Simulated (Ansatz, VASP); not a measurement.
## Rb in VASP and in Ansatz

```
Rb
1.0
    -2.90185    2.86931    2.77651
     2.95454   -2.89322    2.85939
     2.90989    2.90126   -2.80238
Rb
1
Direct
  0.99437 0.00257 0.99618
```

Change from the starting cell: cell strained at random at fixed volume.

Alike in both runs: task single point; functional PBE; k mesh 7 × 7 × 7; occupations fermi-dirac, width 0.05 eV; no spin polarisation.

|  | VASP | Ansatz |
| --- | --- | --- |
| version | VASP 6.6.1 | Ansatz 0.2.0 |
| potentials or method | VASP PAW PBE potentials, release 64 (Rb_sv) | Ansatz PAW |
| plane-wave cutoff (eV) | 520 | 420 |
| valence electrons in the cell | 9 | 9 |

|  | VASP | Ansatz | Ansatz less VASP |
| --- | --- | --- | --- |
| gap on the k mesh at the Fermi level (eV) | none | none | - |
| pressure (GPa) | -0.1 | -0.1 | 0.00 |

A gap of «none» marks a metal or a gap that the smearing closes. With one functional, cell and mesh, what is left measures potentials, basis and numerics.
